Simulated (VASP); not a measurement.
A run of VASP 6.6.1 is set up as follows.

The input POSCAR:

```
HgSe
1.0
    0.0000000000      3.0390000000      3.0390000000
    3.0390000000      0.0000000000      3.0390000000
    3.0390000000      3.0390000000      0.0000000000
Hg Se
1 1
Direct
    0.0000000000      0.0000000000      0.0000000000
    0.7500000000      0.7500000000      0.7500000000
```

Contents of INCAR.step1:

```
SYSTEM = HgSe
PREC     = Accurate       ! precision mode
ENCUT    = 520            ! plane-wave cutoff, eV
ISMEAR   = -1             ! smearing method
SIGMA    = 0.15           ! smearing width, eV
LREAL    = .FALSE.        ! projectors in reciprocal space
LASPH    = .TRUE.         ! aspherical terms in the spheres
NELM     = 150            ! most SCF steps
ISPIN    = 2              ! spin polarisation
MAGMOM   = -0.27 0        ! initial moments
NBANDS   = 20             ! bands
GGA      = PE             ! functional
ALGO     = Normal         ! electronic algorithm
EDIFF    = 1E-4           ! SCF threshold, eV
LWAVE    = .TRUE.         ! write WAVECAR
LCHARG   = .FALSE.        ! write CHGCAR
```

The input INCAR.step2:

```
SYSTEM = HgSe
PREC     = Accurate       ! precision mode
ENCUT    = 520            ! plane-wave cutoff, eV
EDIFF    = 1E-7           ! SCF threshold, eV
ISMEAR   = -1             ! smearing method
SIGMA    = 0.15           ! smearing width, eV
LREAL    = .FALSE.        ! projectors in reciprocal space
LASPH    = .TRUE.         ! aspherical terms in the spheres
NELM     = 150            ! most SCF steps
ALGO     = Normal         ! electronic algorithm
ISIF     = 2              ! what is computed and relaxed
LWAVE    = .FALSE.        ! write WAVECAR
LCHARG   = .TRUE.         ! write CHGCAR
ISPIN    = 2              ! spin polarisation
MAGMOM   = -0.27 0        ! initial moments
LORBIT   = 11             ! projections on sites
METAGGA  = R2SCAN         ! meta-GGA
LMIXTAU  = .TRUE.       
IVDW     = 13             ! dispersion correction
VDW_S6   = 1.0          
VDW_S8   = 0.6018749    
VDW_A1   = 0.51559235   
VDW_A2   = 5.77342911   
LELF     = .TRUE.         ! ELF
LVHAR    = .TRUE.       
NBANDS   = 20             ! bands
ISTART   = 1
```

File KPOINTS:

```
Automatic mesh
0
G
  8 8 8
  0 0 0
```

Potentials or basis: VASP PAW PBE potentials, release 64 (Hg, Se).

The run is started by

```bash
$ cat potpaw_PBE.64/Hg/POTCAR potpaw_PBE.64/Se/POTCAR > POTCAR
$ cp INCAR.step1 INCAR
$ mpirun -np 1 vasp_std > vasp.out
$ cp INCAR.step2 INCAR
$ mpirun -np 1 vasp_std > vasp.out
```

Task: What does it give for the net moment?

Result: 0.00 μB per cell.

Task: Estimate the band gap on the k mesh.

Result: None (metal or under the smearing width).

 Spin-orbit coupling is left out, which matters for the levels of Hg.
